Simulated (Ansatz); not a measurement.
# TaN: the cost of one run

Method: DFT PBE+U (U_eff = 4 eV on Ta d), plane waves, PAW, no spin–orbit coupling unless a run says so, in Ansatz 0.2.0.

**1. Starting point**

The structure is tetragonal, space group P4/nmm (No. 129). Conventional cell: a = 3.399 Å, b = 3.399 Å, c = 4.977 Å, α = 90.00°, β = 90.00°, γ = 90.00°. Ta (site symmetry -4m2) is surrounded by 4 N at 2.16 Å and 4 Ta at 2.40 Å. N (site symmetry 4mm) is surrounded by 4 Ta at 2.16 Å.

Coordinates:

```cif
data_structure
_symmetry_space_group_name_H-M 'P 1'
_symmetry_Int_Tables_number 1
_cell_length_a 3.3991
_cell_length_b 3.3991
_cell_length_c 4.9770
_cell_angle_alpha 90.000
_cell_angle_beta 90.000
_cell_angle_gamma 90.000
_cell_volume 57.50
loop_
_atom_site_label
_atom_site_type_symbol
_atom_site_fract_x
_atom_site_fract_y
_atom_site_fract_z
_atom_site_occupancy
Ta1 Ta 0.00000 0.00000 0.00000 1
Ta2 Ta 0.50000 0.50000 0.00000 1
N1 N 0.50000 0.00000 0.26700 1
N2 N 0.00000 0.50000 0.73300 1
```

Magnetic order typed: opposed in the cell.

An earlier series on this cell reached its lowest free state from «natural orbitals of the symmetric run, filled by rank», perhaps among other starts (it ended with site moments under 0.05 μB).

**2. Random orbitals: single harmonics, second filling**

The input, input.yaml:

```yaml
crystal:
  lattice:
    - [3.39912194, 0.0, 0.0]
    - [0.0, 3.39912194, 0.0]
    - [0.0, 0.0, 4.97696369]
  atoms:
    - { symbol: Ta, position: [0.0, 0.0, 0.0], spin: 0.3 }
    - { symbol: Ta, position: [0.5, 0.5, 0.0], spin: -0.3 }
    - { symbol: "N", position: [0.5, 0.0, 0.267] }
    - { symbol: "N", position: [0.0, 0.5, 0.733] }
basis:
  ecutwfc: 420
  ecutrho_ratio: 4
kpoints:
  mp_grid: { grid: [6, 6, 4] }
hamiltonian:
  xc: pbe
  hubbard:
    sites:
      - { site: 0, l: d, u_eff: 4.0, starting_ns: [{ spin: up, occupation_matrix: s0up }, { spin: down, occupation_matrix: s0down }] }
      - { site: 1, l: d, u_eff: 4.0, starting_ns: [{ spin: up, occupation_matrix: s1up }, { spin: down, occupation_matrix: s1down }] }
    occupation_matrices:
      s0up:
        matrix:
          - [0.02, 0.0, 0.0, 0.0, 0.0]
          - [0.0, 0.97, 0.0, 0.0, 0.0]
          - [0.0, 0.0, 0.02, 0.0, 0.0]
          - [0.0, 0.0, 0.0, 0.02, 0.0]
          - [0.0, 0.0, 0.0, 0.0, 0.02]
      s0down:
        matrix:
          - [0.02, 0.0, 0.0, 0.0, 0.0]
          - [0.0, 0.02, 0.0, 0.0, 0.0]
          - [0.0, 0.0, 0.02, 0.0, 0.0]
          - [0.0, 0.0, 0.0, 0.02, 0.0]
          - [0.0, 0.0, 0.0, 0.0, 0.97]
      s1up:
        matrix:
          - [0.02, 0.0, 0.0, 0.0, 0.0]
          - [0.0, 0.02, 0.0, 0.0, 0.0]
          - [0.0, 0.0, 0.02, 0.0, 0.0]
          - [0.0, 0.0, 0.0, 0.97, 0.0]
          - [0.0, 0.0, 0.0, 0.0, 0.02]
      s1down:
        matrix:
          - [0.97, 0.0, 0.0, 0.0, 0.0]
          - [0.0, 0.02, 0.0, 0.0, 0.0]
          - [0.0, 0.0, 0.02, 0.0, 0.0]
          - [0.0, 0.0, 0.0, 0.02, 0.0]
          - [0.0, 0.0, 0.0, 0.0, 0.02]
    ns_hold: { iters: 5 }
scf:
  occupations: { method: gaussian, width: 0.05 }
  lower_state_search: "off"
  max_iter: 150
output:
  forces: true
  stress: true
  eigenvalues: true
  populations: true
  hubbard: { sites: [{ site: 0, l: d }, { site: 1, l: d }] }
magnetization:
  spin_polarized: true
```

The typed matrices put 0.97 on the chosen orbitals and 0.02 on the others, and are held for 5 cycles.

The run is started by

```
> ansatz run input.yaml --threads 2 --pin off --max-ram 3072MiB --backend cpu --events-out ev --progress --plain --runs-dir out
```

What time and memory should one allow on 2 threads of Arm Neoverse N1, shared host?

About 40 s, with a peak of 0.47 GiB.
